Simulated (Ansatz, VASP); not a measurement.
## TiC in VASP and in Ansatz

```
CELL_PARAMETERS angstrom
3.03586 0.00000 0.00000
0.00000 3.03586 0.00000
0.00000 0.00000 27.88007
ATOMIC_POSITIONS crystal
Ti 0.50000 0.50000 0.26901
Ti 0.00000 0.00000 0.34601
Ti 0.50000 0.50000 0.42300
Ti 0.00000 0.00000 0.50000
Ti 0.50000 0.50000 0.57700
Ti 0.00000 0.00000 0.65399
Ti 0.50000 0.50000 0.73099
C 0.00000 0.00000 0.26901
C 0.50000 0.50000 0.34601
C 0.00000 0.00000 0.42300
C 0.50000 0.50000 0.50000
C 0.00000 0.00000 0.57700
C 0.50000 0.50000 0.65399
C 0.00000 0.00000 0.73099
```

Alike in both runs: task single point; functional PBEsol; k mesh 11 × 11 × 1; occupations gaussian, width 0.1 eV; no spin polarisation.

|  | VASP | Ansatz |
| --- | --- | --- |
| version | VASP 6.6.1 | Ansatz 0.2.0 |
| potentials or method | VASP PAW PBE potentials, release 64 (Ti_sv, C) | scalar-relativistic, plane waves, PAW |
| plane-wave cutoff (eV) | 520 | 420 |
| valence electrons in the cell | 112 | 112 |

Ansatz gave:

| Item | Value |
| --- | --- |
| gap on the k mesh at the Fermi level (eV) | none |
| rms of the force components (eV/Å) | 0.417 |
| work function, face that differs most (eV) | 4.22 |

Question: Which values does VASP return?

Answer: gap on the k mesh at the Fermi level (eV): none; rms of the force components (eV/Å): 0.416; work function, face that differs most (eV): 4.22.

A gap of «none» marks a metal or a gap that the smearing closes. Ansatz warned: «xc_potential_rough_in_thin_density».

Caveats: the PAW data sets were made with another functional, which shifts forces and pressure a little (VASP).
